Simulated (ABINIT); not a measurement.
# Fe2Ge (P6/mmm) in ABINIT: single point with LDA

Aim: the single point of Fe2Ge with LDA.

Everything below comes from runs of ABINIT 10.8.3 (patched build). Logs are shortened: lines on timing, memory, paths and dates and some standing lists are left out, and cuts for length are marked. The log counts tension as positive stress, the text compression.

**1. Starting point**

The structure is hexagonal, space group P6/mmm (No. 191). Conventional cell: a = 4.164 Å, b = 4.164 Å, c = 2.626 Å, α = 90.00°, β = 90.00°, γ = 120.00°. Ge (site symmetry 6/mmm) is surrounded by 2 Ge at 2.63 Å and 12 Fe at 2.74 Å. Fe (site symmetry -6m2) is surrounded by 5 Fe at 2.40 to 2.63 Å and 6 Ge at 2.74 Å.

The cell comes from a database or a generator and needn't be the stable form of this composition.

**2. Single point, LDA, collinear spin, ferromagnetic start**

Contents of run.abi:

```
# Pseudopotentials
pp_dirpath "./"
pseudos "Ge.upf, Fe.upf"

# Structure
acell 3*1.0
rprim
     7.8681280936     0.0000000000     0.0000000000
    -3.9340640468     6.8139988093     0.0000000000
     0.0000000000     0.0000000000     4.9633014156
ntypat 2
znucl 32 26
natom 3
typat 1 2 2
xred
     0.0000000000     0.0000000000     0.0000000000
     0.3333333333     0.6666666667     0.5000000000
     0.6666666667     0.3333333333     0.5000000000

# Plane-wave basis
ecut 1251.723767 eV

# k points
kptopt 1
ngkpt 5 5 8
nshiftk 1
shiftk 0.0 0.0 0.0

# Exchange and correlation
ixc 7

# Bands and occupations
nband 30
occopt 3
tsmear 0.05 eV

# Spin
nsppol 2
spinat
     0.0000000000     0.0000000000     0.0000000000
     0.0000000000     0.0000000000     3.0000000000
     0.0000000000     0.0000000000     3.0000000000

# SCF cycle
nstep 100
tolvrs 1.0e-10

# Output
iomode 3
prtwf 0
prteig 0
prtebands 0
enunit 2
prtvol 2
prtden 1
prtvha 1
prtvclmb 1
prtpot 1
```

Potentials or basis: PseudoDojo NC SR LDA v0.4.1 standard.

Run with:

```bash
$ mpirun --bind-to none -np 4 abinit run.abi > log 2>&1
```

run.abo:

```text
.Version 10.8.3 of ABINIT
 Symmetries : space group P6/m m m (#191); Bravais hP (primitive hexag.)
================================================================================
 Values of the parameters that define the memory need of the present run
     intxc =       0    ionmov =       0      iscf =       7    lmnmax =       6
     lnmax =       6     mgfft =      50  mpssoang =       3    mqgrid =    3001
     natom =       3  nloc_mem =       1    nspden =       2   nspinor =       1
    nsppol =       2      nsym =      24    n1xccc =    2501    ntypat =       2
    occopt =       3   xclevel =       1
       mpw =        3978          nfft =       80000          nkpt =          25
================================================================================
================================================================================

--------------------------------------------------------------------------------
------------- Echo of variables that govern the present computation ------------
--------------------------------------------------------------------------------
 -outvars: echo values of preprocessed input variables --------
            acell      1.0000000000E+00  1.0000000000E+00  1.0000000000E+00 Bohr
              amu      7.26100000E+01  5.58470000E+01
             ecut      4.60000000E+01 Hartree
           enunit           2
              ixc           7
         kptrlatt        5    0    0      0    5    0      0    0    8
          kptrlen      3.93406405E+01
            natom           3
            nband          30
            ngfft          50      50      32
             nkpt          25
           nspden           2
           nsppol           2
            nstep         100
             nsym          24
           ntypat           2
           occopt           3
        prtebands           0
           prteig           0
           prtpot           1
         prtvclmb           1
           prtvha           1
           prtvol           2
            prtwf           0
            rprim      7.8681280936E+00  0.0000000000E+00  0.0000000000E+00
                      -3.9340640468E+00  6.8139988093E+00  0.0000000000E+00
                       0.0000000000E+00  0.0000000000E+00  4.9633014156E+00
          spgroup         191
           spinat      0.0000000000E+00  0.0000000000E+00  0.0000000000E+00
                       0.0000000000E+00  0.0000000000E+00  3.0000000000E+00
                       0.0000000000E+00  0.0000000000E+00  3.0000000000E+00
           tolvrs      1.00000000E-10
           tsmear      1.83746611E-03 Hartree
            typat      1  2  2
           xangst      3.8521353485E-17 -3.3360470706E-16  0.0000000000E+00
                       2.4404068222E-16  2.4038752550E+00  1.3132329991E+00
                       2.0818170384E+00  1.2019376275E+00  1.3132329991E+00
            xcart      7.2794808085E-17 -6.3042153065E-16  0.0000000000E+00
                       4.6117005298E-16  4.5426658729E+00  2.4816507078E+00
                       3.9340640468E+00  2.2713329364E+00  2.4816507078E+00
             xred     -3.7007434154E-17 -9.2518585385E-17  0.0000000000E+00
                       3.3333333333E-01  6.6666666667E-01  5.0000000000E-01
                       6.6666666667E-01  3.3333333333E-01  5.0000000000E-01
            znucl       32.00000   26.00000

================================================================================

 chkinp: Checking input parameters for consistency.

================================================================================
== DATASET  1 ==================================================================

--- !DatasetInfo
iteration_state: {dtset: 1, }
dimensions: {natom: 3, nkpt: 25, mband: 30, nsppol: 2, nspinor: 1, nspden: 2, mpw: 3978, }
cutoff_energies: {ecut:  46.0, pawecutdg:  -1.0, }
electrons: {nelect:   4.60000000E+01, charge:   0.00000000E+00, occopt:   3.00000000E+00, tsmear:   1.83746611E-03, }
meta: {optdriver: 0, ionmov: 0, optcell: 0, iscf: 7, paral_kgb: 0, }
...

 Exchange-correlation functional for the present dataset will be:
  LDA: Perdew-Wang 92 LSD fit to Ceperley-Alder data - ixc=7
  J.P.Perdew and Y.Wang, PRB 45, 13244 (1992)

 Real(R)+Recip(G) space primitive vectors, cartesian coordinates (Bohr,Bohr^-1):
[... 1003 lines left out ...]
 -14.44362  -14.44175  -14.32179  -14.32045  -14.27749    3.14664    4.63920    6.06565
   6.17272    7.06036    7.77759    8.39349    8.55470    9.11859    9.29339   10.23346
  10.39557   10.56563   13.42982   13.64606   14.31161   16.82431
 kpt#  25, nband= 30, wtk=  0.03000, kpt=  0.4000  0.2000  0.5000 (reduced coord)
 -76.72109  -76.70674  -43.46656  -43.45363  -43.31534  -43.20356  -43.13664  -43.02381
 -14.44380  -14.44199  -14.32080  -14.31941  -14.27694    3.17324    4.94633    5.91873
   6.27867    7.51109    7.68153    8.09200    8.74032    9.08446    9.52255    9.97614
  10.17419   10.57808   12.38648   12.98761   13.50622   17.25723
 Eigenvalues (   eV  ) for nkpt=  25  k points, SPIN DOWN:
 kpt#   1, nband= 30, wtk=  0.00500, kpt=  0.0000  0.0000  0.0000 (reduced coord)
 -74.30794  -74.23232  -40.86099  -40.86099  -40.66660  -40.61086  -40.59595  -40.59595
 -14.54099  -14.32310  -14.32310  -14.31625  -14.31625   -1.80437    6.83797    6.83797
   8.21324    9.42305    9.56273    9.56273   11.02746   11.02746   11.45487   12.00582
  12.00582   14.29482   14.29482   14.36804   14.36804   18.56999
 kpt#   2, nband= 30, wtk=  0.03000, kpt=  0.2000  0.0000  0.0000 (reduced coord)
 -74.30162  -74.23867  -40.86891  -40.84279  -40.66193  -40.61553  -40.61480  -40.58792
 -14.54037  -14.32390  -14.32192  -14.31637  -14.31629   -1.45547    5.47763    6.96901
   8.56970    8.73444    9.43608    9.62764   10.96414   11.04115   11.87802   12.07099
  12.46320   12.59102   12.87805   16.24772   16.82605   19.11187
 kpt#   3, nband= 30, wtk=  0.03000, kpt=  0.4000  0.0000  0.0000 (reduced coord)
 -74.28691  -74.25344  -40.88086  -40.80446  -40.65417  -40.65108  -40.62639  -40.57582
 -14.53938  -14.32527  -14.32000  -14.31656  -14.31634   -0.70998    3.84732    7.20447
   7.78605    8.95571    9.25333    9.42304   10.87525   10.99390   11.61326   11.78168
  11.99537   12.16284   13.97763   19.02519   20.06689   20.08520
 kpt#   4, nband= 30, wtk=  0.03000, kpt=  0.2000  0.2000  0.0000 (reduced coord)
 -74.29056  -74.24978  -40.88228  -40.80649  -40.65377  -40.65166  -40.62370  -40.57471
[... 93 lines left out ...]
 kpt#  23, nband= 30, wtk=  0.03000, kpt=  0.4000  0.0000  0.5000 (reduced coord)
 -74.27010  -74.23708  -40.86134  -40.81735  -40.78624  -40.78609  -40.63924  -40.56243
 -14.42702  -14.42410  -14.30991  -14.30770  -14.26267    3.52611    5.17203    7.33442
   7.41219    8.56451    9.54941    9.64723   11.04952   11.36303   11.62030   11.78055
  12.41740   12.71506   14.56469   15.13254   15.45962   15.53821
 kpt#  24, nband= 30, wtk=  0.03000, kpt=  0.2000  0.2000  0.5000 (reduced coord)
 -74.27369  -74.23347  -40.86257  -40.82077  -40.78848  -40.78283  -40.63653  -40.56138
 -14.42639  -14.42452  -14.30982  -14.30851  -14.26291    3.47104    4.98269    7.44988
   7.50599    8.56931    9.65027   10.22345   11.00329   11.10995   11.41325   11.56400
  12.44822   12.50863   14.71894   14.76979   15.21913   17.27374
 kpt#  25, nband= 30, wtk=  0.03000, kpt=  0.4000  0.2000  0.5000 (reduced coord)
 -74.26128  -74.24592  -40.87083  -40.80901  -40.79455  -40.74917  -40.67614  -40.55318
 -14.42657  -14.42477  -14.30886  -14.30750  -14.26237    3.60280    5.34975    7.25856
   7.27957    8.88707    9.37529    9.84469   10.91035   11.30157   11.56802   11.79795
  12.33587   12.48487   13.71043   14.36716   14.46972   17.71356
 Total charge density [el/Bohr^3]
)     Maximum=    3.0913E+00  at reduced coord.    0.4000    0.7400    0.5000
)Next maximum=    3.0913E+00  at reduced coord.    0.3400    0.7400    0.5000
)     Minimum=    7.8199E-05  at reduced coord.    0.0000    0.0000    0.0000
)Next minimum=    2.2963E-02  at reduced coord.    0.5000    0.0000    0.0000
   Integrated=    4.6000E+01
 Spin up density      [el/Bohr^3]
)     Maximum=    1.7305E+00  at reduced coord.    0.4000    0.7000    0.5625
)Next maximum=    1.7305E+00  at reduced coord.    0.3000    0.7000    0.5625
)     Minimum=    3.9763E-05  at reduced coord.    0.0000    0.0000    0.0000
)Next minimum=    1.0847E-02  at reduced coord.    0.5000    0.0000    0.0000
   Integrated=    2.5432E+01
 Spin down density    [el/Bohr^3]
)     Maximum=    1.4239E+00  at reduced coord.    0.4000    0.7200    0.5000
)Next maximum=    1.4239E+00  at reduced coord.    0.3200    0.7200    0.5000
)     Minimum=    3.8436E-05  at reduced coord.    0.0000    0.0000    0.0000
)Next minimum=    1.2116E-02  at reduced coord.    0.5000    0.0000    0.0000
   Integrated=    2.0568E+01
 Magnetization (spin up - spin down) [el/Bohr^3]
)     Maximum=    5.0616E-01  at reduced coord.    0.3800    0.7400    0.5938
)Next maximum=    5.0616E-01  at reduced coord.    0.3600    0.7400    0.5938
)     Minimum=   -3.8069E-03  at reduced coord.    0.6600    0.3200    0.5000
)Next minimum=   -3.8069E-03  at reduced coord.    0.6600    0.3400    0.5000
   Integrated=    4.8634E+00
 Relative magnetization (=zeta, between -1 and 1)
)     Maximum=    2.8597E-01  at reduced coord.    0.5000    0.7600    0.7188
)Next maximum=    2.8597E-01  at reduced coord.    0.2600    0.7600    0.7188
)     Minimum=   -5.5293E-02  at reduced coord.    0.5000    0.0000    0.0000
)Next minimum=   -5.5293E-02  at reduced coord.    0.0000    0.5000    0.0000

--- !EnergyTerms
iteration_state     : {dtset: 1, }
comment             : Components of total free energy in Hartree
kinetic             :  1.82334106316530E+02
hartree             :  8.58915010677439E+01
xc                  : -5.66922786628921E+01
Ewald energy        : -2.28159690405543E+02
psp_core            :  1.04733366126303E+01
local_psp           : -2.72426848629691E+02
non_local_psp       : -6.11091055533666E+01
internal            : -3.39688979254588E+02
'-kT*entropy'       : -1.23739172125255E-03
total_energy        : -3.39690216646310E+02
total_energy_eV     : -9.24344168914370E+03
band_energy         : -2.94862542951871E+01
...

 Cartesian components of stress tensor (hartree/bohr^3)
  sigma(1 1)=  5.03704817E-04  sigma(3 2)=  0.00000000E+00
  sigma(2 2)=  5.03704817E-04  sigma(3 1)=  0.00000000E+00
  sigma(3 3)=  3.37532414E-04  sigma(2 1)=  0.00000000E+00

-Cartesian components of stress tensor (GPa)         [Pressure= -1.3190E+01 GPa]
- sigma(1 1)=  1.48195074E+01  sigma(3 2)=  0.00000000E+00
- sigma(2 2)=  1.48195074E+01  sigma(3 1)=  0.00000000E+00
- sigma(3 3)=  9.93054647E+00  sigma(2 1)=  0.00000000E+00

== END DATASET(S) ==============================================================
================================================================================

 -outvars: echo values of variables after computation  --------
            acell      1.0000000000E+00  1.0000000000E+00  1.0000000000E+00 Bohr
           etotal     -3.3969021665E+02
            fcart      1.7824053833E-31  1.0290722279E-31 -0.0000000000E+00
                      -8.6446661090E-30  4.8880930823E-30 -0.0000000000E+00
                       8.4664255707E-30 -4.9910003051E-30 -0.0000000000E+00
            rprim      7.8681280936E+00  0.0000000000E+00  0.0000000000E+00
                      -3.9340640468E+00  6.8139988093E+00  0.0000000000E+00
                       0.0000000000E+00  0.0000000000E+00  4.9633014156E+00
           strten      5.0370481712E-04  5.0370481697E-04  3.3753241410E-04
                       0.0000000000E+00  0.0000000000E+00  0.0000000000E+00
           xangst      3.8521353485E-17 -3.3360470706E-16  0.0000000000E+00
                       2.4404068222E-16  2.4038752550E+00  1.3132329991E+00
                       2.0818170384E+00  1.2019376275E+00  1.3132329991E+00
             xred     -3.7007434154E-17 -9.2518585385E-17  0.0000000000E+00
                       3.3333333333E-01  6.6666666667E-01  5.0000000000E-01
                       6.6666666667E-01  3.3333333333E-01  5.0000000000E-01
 Calculation completed.
```

Run time: 78 s. Hardware: 4 MPI ranks of Arm Neoverse V2, shared host; peak memory 0.44 GiB.

What came out:

| Property | Result |
| --- | --- |
| Free energy | -9243.4417 eV |
| Pressure | -13.2 GPa |
| Band gap on the k mesh | none (metal or under the smearing width) |
| Net moment | 4.86 μB per cell |
| Site moments | Ge +0.02; Fe +2.34 μB |
| Valence electrons inside the program's atomic spheres | Ge 11.53; Fe 14.12 |

Stress tensor (GPa, compression positive):
```
-14.82   0.00   0.00
  0.00 -14.82   0.00
  0.00   0.00  -9.93
```
